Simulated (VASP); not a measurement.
# CdTe (F-43m) in VASP: a series of runs

The runs below take CdTe through single point, with PBE0.

Program: VASP 6.6.1. These are calculated values, not measurements. Logs are shortened: lines on timing, memory, paths and dates and some standing lists are left out, and cuts for length are marked.

### 1 The crystal as given

Symmetry: F-43m, No. 216, cubic system. Conventional cell: a = 6.410 Å, b = 6.410 Å, c = 6.410 Å, α = 90.00°, β = 90.00°, γ = 90.00°. Around Te (site symmetry -43m) lie 4 Cd at 2.78 Å. Around Cd (site symmetry -43m) lie 4 Te at 2.78 Å.

### 2 Single point, PBE0

POSCAR reads:

```
CdTe
1.0
    0.0000000000      3.2050000000      3.2050000000
    3.2050000000      0.0000000000      3.2050000000
    3.2050000000      3.2050000000      0.0000000000
Te Cd
1 1
Direct
    0.7500000000      0.7500000000      0.7500000000
    0.0000000000      0.0000000000      0.0000000000
```

INCAR.step1 reads:

```
SYSTEM = CdTe
ALGO     = Normal         ! electronic algorithm
EDIFF    = 1E-5           ! SCF threshold, eV
ENCUT    = 460            ! plane-wave cutoff, eV
GGA      = PE             ! functional
ISIF     = 2              ! what is computed and relaxed
ISMEAR   = 0              ! smearing method
LASPH    = .True.         ! aspherical terms in the spheres
LCHARG   = .False.        ! write CHGCAR
LREAL    = .False.        ! projectors in reciprocal space
LWAVE    = .True.         ! write WAVECAR
NBANDS   = 17             ! bands
NELM     = 100            ! most SCF steps
NKRED    = 1            
PREC     = Accurate       ! precision mode
SIGMA    = 0.01           ! smearing width, eV
```

INCAR.step2 reads:

```
SYSTEM = CdTe
AEXX     = 0.25           ! exact-exchange fraction
ALGO     = Normal         ! electronic algorithm
EDIFF    = 1E-6           ! SCF threshold, eV
ENCUT    = 460            ! plane-wave cutoff, eV
GGA      = PE             ! functional
ISIF     = 2              ! what is computed and relaxed
ISMEAR   = 0              ! smearing method
ISTART   = 1            
LASPH    = .True.         ! aspherical terms in the spheres
LCHARG   = .False.        ! write CHGCAR
LHFCALC  = .True.         ! exact exchange
LREAL    = .False.        ! projectors in reciprocal space
LWAVE    = .False.        ! write WAVECAR
NBANDS   = 17             ! bands
NELM     = 100            ! most SCF steps
NKRED    = 1            
PREC     = Accurate       ! precision mode
PRECFOCK = Fast         
SIGMA    = 0.01           ! smearing width, eV
```

KPOINTS reads:

```
k-points
0
Gamma
  3 3 3
  0 0 0
```

Potentials or basis: VASP PAW PBE potentials, release 64 (Te, Cd).

Launch:

```
$ cat potpaw_PBE.64/Te/POTCAR potpaw_PBE.64/Cd/POTCAR > POTCAR
$ cp INCAR.step1 INCAR
$ mpirun -np 1 vasp_std > vasp.out
$ cp INCAR.step2 INCAR
$ mpirun -np 1 vasp_std > vasp.out
```

OUTCAR:

```text
SYSTEM = CdTe
   AEXX = 0.25
   EDIFF = 1E-6
   ENCUT = 460
   GGA = PE
   ISIF = 2
   ISMEAR = 0
   ISTART = 1
   LASPH = .True.
   LHFCALC = .True.
   LREAL = .False.
   NELM = 100
   NKRED = 1
   PREC = Accurate
   PRECFOCK = Fast

 Found      4 irreducible k-points:

 Following reciprocal coordinates:
            Coordinates               Weight
  0.000000  0.000000  0.000000      1.000000
  0.333333  0.000000  0.000000      8.000000
  0.333333  0.333333  0.000000      6.000000
 -0.333333  0.333333  0.000000     12.000000
   k-points           NKPTS =      4   k-points in BZ     NKDIM =     27   number of bands    NBANDS=     17
   number of dos      NEDOS =    301   number of ions     NIONS =      2
   total plane-waves  NPLWV =  32768
   dimension x,y,z NGX =    32 NGY =   32 NGZ =   32
   dimension x,y,z NGXF=    64 NGYF=   64 NGZF=   64
   ions per type =               1   1
   NGX,Y,Z   is equivalent  to a cutoff of  11.74, 11.74, 11.74 a.u.
   NGXF,Y,Z  is equivalent  to a cutoff of  23.47, 23.47, 23.47 a.u.
 SYSTEM =  CdTe
   PREC   = accura    normal or accurate (medium, high low for compatibility)
   ISTART =      1    job   : 0-new  1-cont  2-samecut
   ICHARG =      0    charge: 1-file 2-atom 10-const
   ISPIN  =      1    spin polarized calculation?
   LNONCOLLINEAR =      F non collinear calculations
   LSORBIT =      F    spin-orbit coupling
   LASPH  =      T    aspherical Exc in radial PAW
   ENCUT  =  460.0 eV  33.81 Ry    5.81 a.u.   7.93  7.93  7.93*2*pi/ulx,y,z
   NELM   =    100;   NELMIN=  2; NELMDL=  0     # of ELM steps
   EDIFF  = 0.1E-05   stopping-criterion for ELM
   LREAL  =      F    real-space projection
   EDIFFG = 0.1E-04   stopping-criterion for IOM
   NSW    =      0    number of steps for IOM
   IBRION =     -1    ionic relax: 0-MD 1-quasi-New 2-CG
   NFREE  =      0    steps in history (QN), initial steepest desc. (CG)
   ISIF   =      2    stress and relaxation
   ISYM   =      3    0-nonsym 1-usesym 2-fastsym
   POTIM  = 0.5000    time-step for ionic-motion
   TEBEG  =    0.0;   TEEND  =   0.0 temperature during run
   PSTRESS=    0.0 pullay stress
   NELECT =      18.0000    total number of electrons
   NUPDOWN=      -1.0000    fix difference up-down
   EMIN   =  10.00;   EMAX   =-10.00  energy-range for DOS
   EFERMI =   0.00;   METHOD = LEGACY
   ISMEAR =     0;   SIGMA  =   0.01  broadening in eV -4-tet -1-fermi 0-gaus
   EFERMI_NEDOS =   21; number of points for ismear=-14 and -15
   IALGO  =     38    algorithm
   IMIX   =      1    mixing-type and parameters
     AMIX     =   0.40;   BMIX     =  1.00
     AMIX_MAG =   1.60;   BMIX_MAG =  1.00
  volume/ion in A,a.u.               =      32.92       222.17
  Fermi-wavevector in a.u.,A,eV,Ry     =   1.062497  2.007828 15.359610  1.128899
  Thomas-Fermi vector in A             =   2.197950
   LORBIT       =      0    0 simple, 1 ext, 2 COOP (PROOUT), +10 PAW based schemes
   GGA     = PE    functional components
   LHFCALC =     T    Hartree Fock is set to
   PRECFOCK=fast      Normal, Fast or Accurate (Low or Medium for compatibility)
   ENCUT4O =  -1.0   cutoff for four orbital integrals eV
   NKREDX  =     1    reduce k-point grid by
   NKREDY  =     1    reduce k-point grid by
   NKREDZ  =     1    reduce k-point grid by
   AEXX    =    0.2500 exact exchange contribution
   HFSCREEN=    0.0000 screening length (either q_TF or 0.3 A-1)
   HFSCREENC=   0.0000 screening length for correlation (either q_TF or 0.3 A-1)
   ENCUTFOCK=  -1.0 apply spherical cutoff to Coloumb kernel
   IVDW    =     0    specifies the selected vdW correction
   LEPSILON=     F    determine dielectric tensor
   LRPA    =     F    only Hartree local field effects (RPA)
 non-spin polarized calculation
 Gauss-broadening in eV      SIGMA  =   0.01
  energy-cutoff  :      460.00
  volume of cell :       65.84
 maximum number of plane-waves:      1484
  NGX = 18; NGY = 18; NGZ = 18

 number of electron      18.0000005 magnetization

 Free energy of the ion-electron system (eV)
  ---------------------------------------------------
  ext. energy  EPLUGINS =         0.00000000
  ---------------------------------------------------
  free energy    TOTEN  =        -6.38853088 eV

  energy without entropy =       -6.38853088  energy(sigma->0) =       -6.38853088

 E-fermi :   1.9097     XC(G=0):  -6.8780

 val. band max:        1.7845058849   @ k =   0.0000   0.0000   0.0000
 cond. band min:       4.2463693424   @ k =   0.0000   0.0000   0.0000
 fundamental gap:      2.4618634575
 Fermi energy:         1.9097201812

 k-point     1 :       0.0000    0.0000    0.0000
  band No.  band energies     occupation
      1     -10.5538      2.00000
      2      -7.9836      2.00000
      3      -7.9836      2.00000
      4      -7.9836      2.00000
      5      -7.6953      2.00000
      6      -7.6953      2.00000
[... 9 lines left out ...]
     16      12.9677      0.00000
     17      13.6606      0.00000

 k-point     2 :       0.3333    0.0000    0.0000
  band No.  band energies     occupation
      1     -10.2317      2.00000
      2      -7.9282      2.00000
      3      -7.9282      2.00000
      4      -7.6932      2.00000
      5      -7.6931      2.00000
      6      -7.5191      2.00000
[... 9 lines left out ...]
     16      12.4606      0.00000
     17      16.2336      0.00000

 k-point     3 :       0.3333    0.3333    0.0000
  band No.  band energies     occupation
      1     -10.1351      2.00000
      2      -7.8550      2.00000
      3      -7.8550      2.00000
      4      -7.7866      2.00000
      5      -7.6719      2.00000
      6      -7.3950      2.00000
[... 9 lines left out ...]
     16      15.8931      0.00000
     17      16.7511      0.00000

 k-point     4 :      -0.3333    0.3333    0.0000
  band No.  band energies     occupation
      1     -10.0489      2.00000
      2      -7.8717      2.00000
      3      -7.8529      2.00000
      4      -7.7259      2.00000
      5      -7.6915      2.00000
      6      -6.9995      2.00000
[... 9 lines left out ...]
     16      15.9944      0.00000
     17      16.5092      0.00000

------------------------ aborting loop because EDIFF is reached ----------------------------------------

  FORCE on cell =-STRESS in cart. coord.  units (eV):
  Direction    XX          YY          ZZ          XY          YZ          ZX
  --------------------------------------------------------------------------------------
  -------------------------------------------------------------------------------------
  Total        1.5789587      1.5789587      1.5789587     -0.0000000      0.0000000     -0.0000000
  in kB       38.4208763     38.4208763     38.4208763     -0.0000000      0.0000000     -0.0000000
  external PRESSURE =      38.4208763 kB  Pullay stress =       0.0000000 kB

 VOLUME and BASIS-vectors are now :
 -----------------------------------------------------------------------------
  energy-cutoff  :      460.00
  volume of cell :       65.84
      direct lattice vectors                 reciprocal lattice vectors
     0.000000000  3.205000000  3.205000000    -0.156006240  0.156006240  0.156006240
     3.205000000  0.000000000  3.205000000     0.156006240 -0.156006240  0.156006240
     3.205000000  3.205000000  0.000000000     0.156006240  0.156006240 -0.156006240

 POSITION                                       TOTAL-FORCE (eV/Angst)
 -----------------------------------------------------------------------------------
      4.80750      4.80750      4.80750         0.000000      0.000000      0.000000
      0.00000      0.00000      0.00000        -0.000000     -0.000000     -0.000000
 -----------------------------------------------------------------------------------
    total drift:                               -0.000012     -0.000006      0.000003

  FREE ENERGIE OF THE ION-ELECTRON SYSTEM (eV)
  ---------------------------------------------------
  free  energy   TOTEN  =        -6.3885308837 eV

  energy  without entropy=       -6.3885308837  energy(sigma->0) =       -6.38853088
```

Wall time 43 s (1 thread of Intel Xeon Platinum 8488C (Sapphire Rapids), shared host); peak memory 0.17 GiB.

These settings aren't checked as converged: the numbers below hold their error.

Results:

| Property | Result |
| --- | --- |
| Free energy | -6.3885 eV |
| Pressure | 3.8 GPa |
| Band gap on the k mesh | 2.46 eV, direct |

Caveat: the k mesh is coarse (spacing up to 0.57 Å⁻¹), so the values aren't converged, least of all with exact exchange; the PAW data sets were made with another functional, which shifts forces and pressure a little; spin-orbit coupling is left out, which moves the levels of the heavy elements.

### 3 Single point, PBE0

POSCAR is that of step 2.

INCAR.step1: that of step 2 with these lines changed.

```diff
@@ -3,3 +3,3 @@
 EDIFF    = 1E-5           ! SCF threshold, eV
-ENCUT    = 460            ! plane-wave cutoff, eV
+ENCUT    = 400            ! plane-wave cutoff, eV
 GGA      = PE             ! functional
```

INCAR.step2: that of step 2 with these lines changed.

```diff
@@ -4,3 +4,3 @@
 EDIFF    = 1E-6           ! SCF threshold, eV
-ENCUT    = 460            ! plane-wave cutoff, eV
+ENCUT    = 400            ! plane-wave cutoff, eV
 GGA      = PE             ! functional
```

KPOINTS reads:

```
k-points
0
Gamma
  4 4 4
  0 0 0
```

Potentials or basis: VASP PAW PBE potentials, release 64 (Te, Cd).

Launch:

```
$ cat potpaw_PBE.64/Te/POTCAR potpaw_PBE.64/Cd/POTCAR > POTCAR
$ cp INCAR.step1 INCAR
$ mpirun -np 1 vasp_std > vasp.out
$ cp INCAR.step2 INCAR
$ mpirun -np 1 vasp_std > vasp.out
```

OUTCAR:

```text
SYSTEM = CdTe
   AEXX = 0.25
   EDIFF = 1E-6
   ENCUT = 400
   GGA = PE
   ISIF = 2
   ISMEAR = 0
   ISTART = 1
   LASPH = .True.
   LHFCALC = .True.
   LREAL = .False.
   NELM = 100
   NKRED = 1
   PREC = Accurate
   PRECFOCK = Fast

 Found      8 irreducible k-points:

 Following reciprocal coordinates:
            Coordinates               Weight
  0.000000  0.000000  0.000000      1.000000
  0.250000  0.000000  0.000000      8.000000
  0.500000  0.000000  0.000000      4.000000
  0.250000  0.250000  0.000000      6.000000
  0.500000  0.250000  0.000000     24.000000
 -0.250000  0.250000  0.000000     12.000000
   k-points           NKPTS =      8   k-points in BZ     NKDIM =     64   number of bands    NBANDS=     17
   number of dos      NEDOS =    301   number of ions     NIONS =      2
   total plane-waves  NPLWV =  27000
   dimension x,y,z NGX =    30 NGY =   30 NGZ =   30
   dimension x,y,z NGXF=    60 NGYF=   60 NGZF=   60
   ions per type =               1   1
   NGX,Y,Z   is equivalent  to a cutoff of  11.00, 11.00, 11.00 a.u.
   NGXF,Y,Z  is equivalent  to a cutoff of  22.01, 22.01, 22.01 a.u.
 SYSTEM =  CdTe
   PREC   = accura    normal or accurate (medium, high low for compatibility)
   ISTART =      1    job   : 0-new  1-cont  2-samecut
   ICHARG =      0    charge: 1-file 2-atom 10-const
   ISPIN  =      1    spin polarized calculation?
[... 66 lines left out ...]
 cond. band min:       4.1492095969   @ k =   0.0000   0.0000   0.0000
 fundamental gap:      2.3589496274
 Fermi energy:         1.8539568407

 k-point     1 :       0.0000    0.0000    0.0000
  band No.  band energies     occupation
      1     -10.6138      2.00000
      2      -7.9711      2.00000
      3      -7.9711      2.00000
      4      -7.9711      2.00000
      5      -7.6805      2.00000
      6      -7.6805      2.00000
[... 97 lines left out ...]
      4      -7.6894      2.00000
      5      -7.6884      2.00000
      6      -7.2948      2.00000
[... 9 lines left out ...]
     16      14.8227      0.00000
     17      15.1621      0.00000

 [... further k-points ...]

------------------------ aborting loop because EDIFF is reached ----------------------------------------

  FORCE on cell =-STRESS in cart. coord.  units (eV):
  Direction    XX          YY          ZZ          XY          YZ          ZX
  --------------------------------------------------------------------------------------
  -------------------------------------------------------------------------------------
  Total        1.2254338      1.2254338      1.2254338     -0.0000000      0.0000000     -0.0000000
  in kB       29.8185376     29.8185376     29.8185376     -0.0000000      0.0000000     -0.0000000
  external PRESSURE =      29.8185376 kB  Pullay stress =       0.0000000 kB

 VOLUME and BASIS-vectors are now :
 -----------------------------------------------------------------------------
  energy-cutoff  :      400.00
  volume of cell :       65.84
      direct lattice vectors                 reciprocal lattice vectors
     0.000000000  3.205000000  3.205000000    -0.156006240  0.156006240  0.156006240
     3.205000000  0.000000000  3.205000000     0.156006240 -0.156006240  0.156006240
     3.205000000  3.205000000  0.000000000     0.156006240  0.156006240 -0.156006240

 POSITION                                       TOTAL-FORCE (eV/Angst)
 -----------------------------------------------------------------------------------
      4.80750      4.80750      4.80750        -0.000000     -0.000000     -0.000000
      0.00000      0.00000      0.00000         0.000000      0.000000      0.000000
 -----------------------------------------------------------------------------------
    total drift:                               -0.000005     -0.000001     -0.000003

  FREE ENERGIE OF THE ION-ELECTRON SYSTEM (eV)
  ---------------------------------------------------
  free  energy   TOTEN  =        -6.5128202487 eV

  energy  without entropy=       -6.5128202487  energy(sigma->0) =       -6.51282025
```

OUTCAR.step1:

```text
SYSTEM = CdTe
   EDIFF = 1E-5
   ENCUT = 400
   GGA = PE
   ISIF = 2
   ISMEAR = 0
[... 234 lines left out ...]
      4.80750      4.80750      4.80750         0.000000     -0.000000      0.000000
      0.00000      0.00000      0.00000        -0.000000      0.000000     -0.000000
 -----------------------------------------------------------------------------------
    total drift:                                0.000001      0.000001      0.000001

  FREE ENERGIE OF THE ION-ELECTRON SYSTEM (eV)
  ---------------------------------------------------
  free  energy   TOTEN  =        -4.6591484462 eV

  energy  without entropy=       -4.6591484462  energy(sigma->0) =       -4.65914845
```

OSZICAR.step1:

```text
N       E                     dE             d eps       ncg     rms          rms(c)
DAV:   1     0.937460031891E+02    0.93746E+02   -0.72403E+03   280   0.749E+02
DAV:   2    -0.158314447355E+01   -0.95329E+02   -0.90849E+02   302   0.205E+02
DAV:   3    -0.487420798501E+01   -0.32911E+01   -0.32838E+01   322   0.425E+01
DAV:   4    -0.490225827394E+01   -0.28050E-01   -0.28048E-01   394   0.339E+00
DAV:   5    -0.490231494262E+01   -0.56669E-04   -0.56668E-04   340   0.142E-01    0.601E+00
DAV:   6    -0.467604796416E+01    0.22627E+00   -0.35942E-01   310   0.713E+00    0.487E+00
DAV:   7    -0.465756169822E+01    0.18486E-01   -0.11448E-01   296   0.213E+00    0.181E+00
DAV:   8    -0.465867215784E+01   -0.11105E-02   -0.12725E-02   278   0.121E+00    0.493E-01
DAV:   9    -0.465903339888E+01   -0.36124E-03   -0.10186E-03   288   0.330E-01    0.129E-01
DAV:  10    -0.465911010847E+01   -0.76710E-04   -0.12757E-04   338   0.986E-02    0.611E-02
DAV:  11    -0.465914917504E+01   -0.39067E-04   -0.70044E-05   288   0.576E-02    0.261E-02
DAV:  12    -0.465914844622E+01    0.72882E-06   -0.26639E-06   221   0.156E-02
   1 F= -.46591484E+01 E0= -.46591484E+01  d E =-.446151E-30
```

Run time: 2.4 min. Hardware: 1 thread of Intel Xeon Platinum 8488C (Sapphire Rapids), shared host; peak memory 0.16 GiB.

The run converged, but some of its settings lie outside the range that counts as converged, so its numbers aren't taken as properties of the crystal.

What came out:

| Item | Value |
| --- | --- |
| Free energy | -6.5128 eV |
| Pressure | 3.0 GPa |
| Band gap on the k mesh | 2.36 eV, direct |

Caveat: the k mesh is coarse (spacing up to 0.42 Å⁻¹), so the values aren't converged, least of all with exact exchange; the PAW data sets were made with another functional, which shifts forces and pressure a little; spin-orbit coupling is left out, which moves the levels of the heavy elements.

### 4 Single point, PBE0

POSCAR is that of step 3.

INCAR.step1: that of step 3 with these lines changed.

```diff
@@ -3,3 +3,3 @@
 EDIFF    = 1E-5           ! SCF threshold, eV
-ENCUT    = 400            ! plane-wave cutoff, eV
+ENCUT    = 460            ! plane-wave cutoff, eV
 GGA      = PE             ! functional
```

INCAR.step2: that of step 3 with these lines changed.

```diff
@@ -4,3 +4,3 @@
 EDIFF    = 1E-6           ! SCF threshold, eV
-ENCUT    = 400            ! plane-wave cutoff, eV
+ENCUT    = 460            ! plane-wave cutoff, eV
 GGA      = PE             ! functional
```

KPOINTS is that of step 3.

Launch:

```
$ cat potpaw_PBE.64/Te/POTCAR potpaw_PBE.64/Cd/POTCAR > POTCAR
$ cp INCAR.step1 INCAR
$ mpirun -np 1 vasp_std > vasp.out
$ cp INCAR.step2 INCAR
$ mpirun -np 1 vasp_std > vasp.out
```

It took 2.4 min on 1 thread of Intel Xeon Platinum 8488C (Sapphire Rapids), shared host; peak memory 0.18 GiB.

These settings aren't checked as converged: the numbers below hold their error.

Results:

| Property | Result |
| --- | --- |
| Free energy | -6.5154 eV |
| Pressure | 3.3 GPa |
| Band gap on the k mesh | 2.36 eV, direct |

Caveat: the k mesh is coarse (spacing up to 0.42 Å⁻¹), so the values aren't converged, least of all with exact exchange; the PAW data sets were made with another functional, which shifts forces and pressure a little; spin-orbit coupling is left out, which moves the levels of the heavy elements.

### 5 Single point, PBE0

POSCAR is that of step 4.

INCAR.step1: that of step 4 with these lines changed.

```diff
@@ -3,3 +3,3 @@
 EDIFF    = 1E-5           ! SCF threshold, eV
-ENCUT    = 460            ! plane-wave cutoff, eV
+ENCUT    = 400            ! plane-wave cutoff, eV
 GGA      = PE             ! functional
```

INCAR.step2: that of step 4 with these lines changed.

```diff
@@ -4,3 +4,3 @@
 EDIFF    = 1E-6           ! SCF threshold, eV
-ENCUT    = 460            ! plane-wave cutoff, eV
+ENCUT    = 400            ! plane-wave cutoff, eV
 GGA      = PE             ! functional
```

KPOINTS reads:

```
k-points
0
Gamma
  5 5 5
  0 0 0
```

Launch:

```
$ cat potpaw_PBE.64/Te/POTCAR potpaw_PBE.64/Cd/POTCAR > POTCAR
$ cp INCAR.step1 INCAR
$ mpirun -np 1 vasp_std > vasp.out
$ cp INCAR.step2 INCAR
$ mpirun -np 1 vasp_std > vasp.out
```

Run time: 5.4 min. Hardware: 1 thread of Intel Xeon Platinum 8488C (Sapphire Rapids), shared host; peak memory 0.17 GiB.

These settings aren't checked as converged: the numbers below hold their error.

Results:

```yaml
Free_energy: -6.5324 eV
Pressure: 2.8 GPa
Band_gap_on_the_k_mesh: 2.31 eV, direct
```

Caveat: the PAW data sets were made with another functional, which shifts forces and pressure a little; spin-orbit coupling is left out, which moves the levels of the heavy elements.

[end of part 1 of 2]
